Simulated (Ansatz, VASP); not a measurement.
# GaSb: VASP beside Ansatz, part 2 of 2

Wanted: the spread between two codes on one cell, functional and k mesh. The cell is taken from a series of runs on this material, whose earlier steps may have relaxed, scaled, displaced or heated it; both programs get it as it stands.

VASP 6.6.1 and Ansatz 0.2.0.

So far: Starting point; VASP: zone-centre phonons, PBEsol.

**2. VASP: zone-centre phonons, PBEsol (continued)**

Level of this step: PBEsol; plane waves and PAW (Ga_d, Sb) (VASP).

Numbers of over 12 decimals in the logs are rounded to 6 here.

Parts of OUTCAR (step 2):

```text
ion  position               nearest neighbor table
   1  0.003  0.003  0.003-   2 2.66   2 2.72   2 2.72   2 2.72
   2  0.747  0.747  0.747-   1 2.66   1 2.72   1 2.72   1 2.72

  LATTYP: Found a trigonal (rhomboedric) cell.
 ALAT       =     4.3259842791
 COS(alpha) =     0.4603103780

 Subroutine GETGRP returns: Found  6 space group operations
 (whereof  6 operations were pure point group operations)

The static configuration has the point symmetry C_3v.

   k-points           NKPTS =   1728   k-points in BZ     NKDIM =   1728   number of bands    NBANDS=     15

   dimension x,y,z NGX =    32 NGY =   32 NGZ =   32
   dimension x,y,z NGXF=    64 NGYF=   64 NGZF=   64

   ENCUT  =  500.0 eV  36.75 Ry    6.06 a.u.   7.89  7.89  7.89*2*pi/ulx,y,z

   NELECT =      18.0000    total number of electrons

 k-points in reciprocal lattice and weights: Points of the shifted mesh
   0.04166667  0.04166667  0.04166667       0.001
   0.04166667  0.04166667  0.12500000       0.001
   0.04166667  0.04166667  0.20833333       0.001
   0.04166667  0.04166667  0.29166667       0.001
   0.04166667  0.04166667  0.37500000       0.001
   0.04166667  0.04166667  0.45833333       0.001
   0.04166667  0.04166667  0.54166667       0.001
   0.04166667  0.04166667  0.62500000       0.001
   0.04166667  0.04166667  0.70833333       0.001
[...]
0.95833333  0.95833333  0.87500000       0.001
   0.95833333  0.95833333  0.95833333       0.001

 average (electrostatic) potential at core
       1 -66.0194       2 -88.0011

  Total       -0.9562451     -0.9562451     -0.9562451      0.4912314      0.4912314      0.4912314
  in kB      -25.3023070    -25.3023070    -25.3023070     12.9980158     12.9980158     12.9980158
  external PRESSURE =     -25.3023070 kB  Pullay stress =       0.0000000 kB

  energy-cutoff  :      500.00
  volume of cell :       60.55
      direct lattice vectors                 reciprocal lattice vectors
    -0.120272154  3.057750365  3.057750365    -0.154174283  0.160486797  0.160486797
     3.057750365 -0.120272154  3.057750365     0.160486797 -0.154174283  0.160486797
     3.057750365  3.057750365 -0.120272154     0.160486797  0.160486797 -0.154174283

 POSITION                                       TOTAL-FORCE (eV/Angst)
 -----------------------------------------------------------------------------------
      0.01725      0.01725      0.01725         0.000929      0.000929      0.000929
      4.47918      4.47918      4.47918        -0.000929     -0.000929     -0.000929
 -----------------------------------------------------------------------------------
    total drift:                               -0.000251     -0.000251     -0.000252

 Eigenvectors and eigenvalues of the dynamical matrix
 ----------------------------------------------------

   1 f  =    6.422155 THz    40.351588 2PiTHz  214.220022 cm-1    26.559886 meV
             X         Y         Z           dx          dy          dz
      0.017246  0.017246  0.017246    -0.460259   -0.460259   -0.460259
      4.479176  4.479176  4.479176     0.348561    0.348561    0.348561

   2 f  =    5.959250 THz    37.443071 2PiTHz  198.779177 cm-1    24.645466 meV
             X         Y         Z           dx          dy          dz
      0.017246  0.017246  0.017246     0.531081    0.060580   -0.591661
      4.479176  4.479176  4.479176    -0.401967   -0.045852    0.447818

   3 f  =    5.959250 THz    37.443071 2PiTHz  198.779177 cm-1    24.645466 meV
             X         Y         Z           dx          dy          dz
      0.017246  0.017246  0.017246    -0.376571    0.648215   -0.271644
      4.479176  4.479176  4.479176     0.285021   -0.490624    0.205603

   4 f/i=    0.000500 THz     0.003144 2PiTHz    0.016692 cm-1     0.002070 meV
             X         Y         Z           dx          dy          dz
      0.017246  0.017246  0.017246     0.390213    0.065490   -0.455704
      4.479176  4.479176  4.479176     0.515552    0.086526   -0.602078

   5 f/i=    0.000500 THz     0.003144 2PiTHz    0.016692 cm-1     0.002070 meV
             X         Y         Z           dx          dy          dz
      0.017246  0.017246  0.017246     0.300911   -0.488390    0.187479
      4.479176  4.479176  4.479176     0.397566   -0.645264    0.247698

   6 f/i=    0.002293 THz     0.014406 2PiTHz    0.076477 cm-1     0.009482 meV
             X         Y         Z           dx          dy          dz
      0.017246  0.017246  0.017246     0.348561    0.348561    0.348561
      4.479176  4.479176  4.479176     0.460259    0.460259    0.460259

 ELASTIC MODULI CONTR FROM IONIC RELAXATION (kBar)
 Direction    XX          YY          ZZ          XY          YZ          ZX
 --------------------------------------------------------------------------------
 XX          -4.3006     -3.9991     -3.9991    -14.5993    -19.0694    -13.0564
 YY          -3.9991     -4.3006     -3.9991    -13.0564    -14.5993    -19.0694
 ZZ          -3.9991     -3.9991     -4.3006    -19.0694    -13.0564    -14.5993
 XY         -14.5993    -13.0564    -19.0694   -123.8643    -26.8262    -26.8262
 YZ         -19.0694    -14.5993    -13.0564    -26.8262   -123.8643    -26.8262
 ZX         -13.0564    -19.0694    -14.5993    -26.8262    -26.8262   -123.8643
 --------------------------------------------------------------------------------
```

**3. Ansatz: zone-centre phonons, PBEsol**

Ansatz runs on its PAW soft_1 files.

The same cell, functional, mesh and smearing now go to Ansatz, which takes its cutoff from its data sets.

File input.yaml:

```yaml
crystal:
  lattice:
    - [-0.1202721542, 3.0577503652, 3.0577503652]
    - [3.0577503652, -0.1202721542, 3.0577503652]
    - [3.0577503652, 3.0577503652, -0.1202721542]
  atoms:
    - { symbol: Ga, position: [0.0028765976, 0.0028765976, 0.0028765976] }
    - { symbol: Sb, position: [0.7471234024, 0.7471234024, 0.7471234024] }
kpoints:
  mp_grid: { grid: [12, 12, 12], shift: [0.5, 0.5, 0.5] }
hamiltonian:
  xc: pbesol
  pseudopotentials: { kind: paw, azcp: { folder: soft_1 }, xc_functional: pbe }
scf:
  occupations: { method: gaussian, width: 0.015 }
output:
  eigenvalues: true
phonons:
  method: dfpt
```

Command:

```sh
> ansatz run input.yaml --threads 4 --pin off --max-ram 10240MiB --backend cpu --events-out ev --progress --plain --runs-dir out
```

The program printed:

```text
Engine: ansatz 0.2.0, x86_64-unknown-linux-gnu
Pseudopotentials: kind: paw
Pseudopotential: Ga, paw, valence charge 13, recommended cutoff 420 eV (normal), soft_1/Ga.paw.azcp
Pseudopotential: Sb, paw, valence charge 15, recommended cutoff 420 eV (normal), soft_1/Sb.paw.azcp
Functional definition: PBEsol
  exchange = pbesol_x
  correlation = pbesol_c
Crystal: 2 atoms, lattice volume = 60.551 Å³
Basis set: ecut = 420 eV, 1193 PW (Γ), exchange–correlation on 60×60×60 points (8 copies of the dense FFT grid, shifted against one another)
Bands: 18, of which v1, the nominal top of the filled ones, is band 14 counted from 1 (13 counted from 0)
Symmetry: 6 space group operations
k-points: 468 of 1728 (irreducible under 2 space group operations, time reversal used)
Non-local potential: Ga, projectors of the file, l = 0: 2, l = 1: 2, l = 2: 3, l = 3: 1
Non-local potential: Sb, projectors of the file, l = 0: 2, l = 1: 2, l = 2: 2, l = 3: 1
PAW form: soft (Blöchl's): semilocal exchange-correlation on the pseudo side does not see the compensation charge
PAW frozen core: Ga, regenerated for the run's functional, and the local potential with it (the file was generated under x = pbe(κ = 0.804, μ = 0.219515), c = pbe(β = 0.066725))
PAW frozen core: Sb, regenerated for the run's functional, and the local potential with it (the file was generated under x = pbe(κ = 0.804, μ = 0.219515), c = pbe(β = 0.066725))
PAW one-centre angular grid: Ga, 590 points (default); XC on 64 Gauss nodes
PAW one-centre angular grid: Sb, 590 points (default); XC on 64 Gauss nodes
Initial density: superposition of atomic densities (chi_scale 0.1, normalization cell, long waves kept (reshape's long-wave potential 0.00 eV rms))
Initial wavefunctions: pseudopotential atomic-orbital guess
Functional: x = pbesol(κ = 0.804, μ = 0.123457), c = pbesol(β = 0.046)
SCF iter   1: F=—  HF=-10151.642573 eV  |F-HF|=—  |Δ(HF+E_count)|=         —  Δρ=2.99e-2  dr2=3.89e-1  ethr=3.10e-3  ⟨swp⟩=6.1  Hψ=44873  notcnv=0
preconditioner: auto → none  [insulator: Δε(μ)=0.039 eV  Ē_g=14.479 eV  σ=0.015 eV  W_gap=0.67  n_scr=14 (ndim 8)  ℏωp=20.2 eV  f_vac=0.015  D(μ)=0.24/eV (n_scr^D=0)  ε∞_Penn≈3.0]
SCF iter   2: F=—  HF=-10151.566695 eV  |F-HF|=—  |Δ(HF+E_count)|=   7.59e-2  Δρ=1.35e-2  dr2=6.57e-2  ethr=1.39e-3  ⟨swp⟩=2.0  Hψ=14114  notcnv=0
SCF iter   3: F=—  HF=-10151.564368 eV  |F-HF|=—  |Δ(HF+E_count)|=   2.33e-3  Δρ=5.05e-3  dr2=1.56e-2  ethr=2.34e-4  ⟨swp⟩=2.6  Hψ=14837  notcnv=0
SCF iter   4: F=—  HF=-10151.557612 eV  |F-HF|=—  |Δ(HF+E_count)|=   6.76e-3  Δρ=7.39e-4  dr2=1.84e-4  ethr=5.57e-5  ⟨swp⟩=3.0  Hψ=16289  notcnv=0
SCF iter   5: F=—  HF=-10151.557598 eV  |F-HF|=—  |Δ(HF+E_count)|=   1.43e-5  Δρ=3.44e-4  dr2=2.59e-5  ethr=6.59e-7  ⟨swp⟩=2.0  Hψ=12740  notcnv=0
SCF iter   6: F=—  HF=-10151.557601 eV  |F-HF|=—  |Δ(HF+E_count)|=   3.54e-6  Δρ=3.38e-5  dr2=5.55e-7  ethr=9.24e-8  ⟨swp⟩=2.0  Hψ=14670  notcnv=0
SCF iter   7: F=—  HF=-10151.557601 eV  |F-HF|=—  |Δ(HF+E_count)|=   5.32e-7  Δρ=6.74e-6  dr2=2.79e-8  ethr=1.98e-9  ⟨swp⟩=2.0  Hψ=14978  notcnv=0
SCF iter   8: F=—  HF=-10151.557601 eV  |F-HF|=—  |Δ(HF+E_count)|=   2.49e-8  Δρ=2.19e-6  dr2=3.23e-9  ethr=9.97e-11  ⟨swp⟩=2.0  Hψ=14978  notcnv=0
SCF iter   9: F=—  HF=-10151.557601 eV  |F-HF|=—  |Δ(HF+E_count)|=  4.95e-10  Δρ=4.76e-7  dr2=1.05e-10  ethr=1.15e-11  ⟨swp⟩=2.0  Hψ=14978  notcnv=0
SCF iter  10: F=—  HF=-10151.557601 eV  |F-HF|=—  |Δ(HF+E_count)|=  1.38e-10  Δρ=1.32e-7  dr2=1.08e-11  ethr=1.00e-12  ⟨swp⟩=7.0  Hψ=40603  notcnv=0
SCF iter  11: F=-10151.557601 eV  HF=-10151.557601 eV  |F-HF|=0.00e0  |Δ(HF+E_count)|=  5.46e-12  Δρ=2.31e-8  dr2=1.78e-13  ethr=1.00e-12  ⟨swp⟩=6.0  Hψ=37632  notcnv=0
SCF 1 converged in 11 iterations: F = -10151.557601 eV  dr2 = 1.78e-13
  greatest PAW one-centre occupation: 0.996 electrons in one spin orbital (limit 2), on the Sb atom at site 1 (counted from 0), in its partial waves of l = 2
DFPT response loops at Γ: preconditioner auto → Kerker (q_TF=auto, 2.399 Å⁻¹) (partly filled bands, converged f_vac=0.087); β = 1.00, the filter's whole step (`scf.mixing.beta` (0.50) is not read by the response loops under this deck's `scf.mixing.preconditioner`; to damp them name `kerker` or `kerker_dos`, under which they read `scf.mixing.beta`, and type it under 1.00, their step now; both keys bind the ground state too); Broyden in place of MSR1
SCF converged after 11 iterations
Free energy (F): -10151.557601 eV
Harris-Foulkes:  -10151.557601 eV  (|F-HF|=0.00e0)
Internal energy: -10151.557574 eV  (E = F + TS)
E sigma→0 (E₀):  -10151.557587 eV
Entropy (-TS):   -0.000027 eV (-0.013 meV/atom)
Fermi energy:    6.964921 eV
--- Per-component energies (eV) ---
  E_band       = -278.080693
  E_kinetic    = 274.171769
  E_local      = -3454.447550  (includes V_loc(G=0)·N_el)
  E_nonlocal   = 299.008688
  E_hartree    = 1756.439358
  E_xc         = -159.715302
  E_vxc        = -145.170851  (∫ρ·V_xc dr)
  E_paw        = -6419.971965  (= ΣΔE_a)
  E_vpaw       = -764.521395  (= ΣTr[D̂ρ^β])
  E_aug_tail   = -0.000067  (compensation charges beyond the density's cutoff)
  E_ewald      = -2448.237339
  E_core_change = 1.194834  (= ΣΔE_core)
  E_smearing   = -0.000027  (= −TS)
  E_closure    = -0.000000  (closes the sum)
  Σ components = -10151.557601   (vs F -10151.557601, Δ=0.00e0)
--- Band table (eV; the first three rows and the last of 468) ---
  k-point 0: bands = [... 10 lower, -4.1428, 6.1916, 6.8110, 6.8110, 7.3900, 9.6521, 9.6521, 10.1588]
  k-point 1: bands = [... 10 lower, -4.0540, 5.1769, 6.7729, 6.7776, 7.7225, 9.7321, 9.8612, 10.5160]
  k-point 2: bands = [... 10 lower, -3.8427, 3.9104, 6.5270, 6.5826, 7.8579, 10.0464, 10.2342, 11.2768]
  k-point 467: bands = [... 10 lower, -2.7299, 0.8458, 5.8602, 5.8702, 7.5726, 10.7602, 10.8071, 13.5481]
--- Phonons (Γ-DFPT): 2 representative perturbations + reference, on 468 of 1728 k-points (Σ response iterations 6) ---
  k mesh reduced under 2 symmetry operations, with k and −k counted as one. Each operation leaves every solved perturbation unchanged. A smaller set is not used because it would not reduce the number of displacements times k-points to solve
  ASR residual: 1.951e-5 → 0.000e0 eV/Å²; symmetrization residual: 6.763e-7 eV/Å²
  ASR residual per site (eV/Å²): 1.95e-5 1.57e-5
  Γ frequencies (cm⁻¹): 0.00 0.00 0.00 197.54 197.54 213.23
  non-analytic LO–TO correction: not included (Born effective charges unavailable; polar crystals: no LO–TO splitting at Γ)
```

**4. Differences**

Known differences besides the potentials themselves: the data sets hold 28 valence electrons in Ansatz (on its PAW soft_1 files) and 18 in VASP; the cutoff is 420 eV in Ansatz and 500 eV in VASP; Ansatz makes its cores anew for this functional, VASP keeps those of its PBE data sets. Total energies have different zeros and are not compared.

Both answers:

```csv
quantity,Ansatz,VASP,difference
optical mode 1 to 2 (cm⁻¹),197.5,198.8,-0.62 %
optical mode 3 (cm⁻¹),213.2,214.2,-0.46 %
```

Modes are paired by rising frequency, not by their patterns, so a pair may set unlike modes beside each other; they are those without the splitting of longitudinal modes.

**5. Outcome**

* r.m.s. difference of the optical zone-centre modes, each program's sorted by frequency (zone-centre phonons, PBEsol): 1.2 cm⁻¹
* difference in optical mode 1 to 2 (zone-centre phonons, PBEsol): -0.6 %

In words: The r.m.s. difference of the optical zone-centre modes, each program's sorted by frequency is 1.2 cm⁻¹ (zone-centre phonons, PBEsol). The data sets hold unlike numbers of valence electrons (28 in Ansatz and 18 in VASP), so part of the differences comes from the potentials. Among the rows given in per cent, the largest difference of the zone-centre phonons, PBEsol pair is in optical mode 1 to 2, -0.6 %. Such differences can come from data sets, numerical settings and the points named under the comparisons, not from the functional's error against experiment.

[Lines on the potential files, build, host, timing and source positions are cut from VASP's logs without a mark.]

[Logs are printed without paths, hosts, clocks, repeated set-up lines and the standing remarks that a program may print on its own settings, such as how far it seeks lower states.]

[Hosts, paths, dates, database ids (printed as entryN), source tags and the programs' standing remarks are cut or masked in the printed files.]
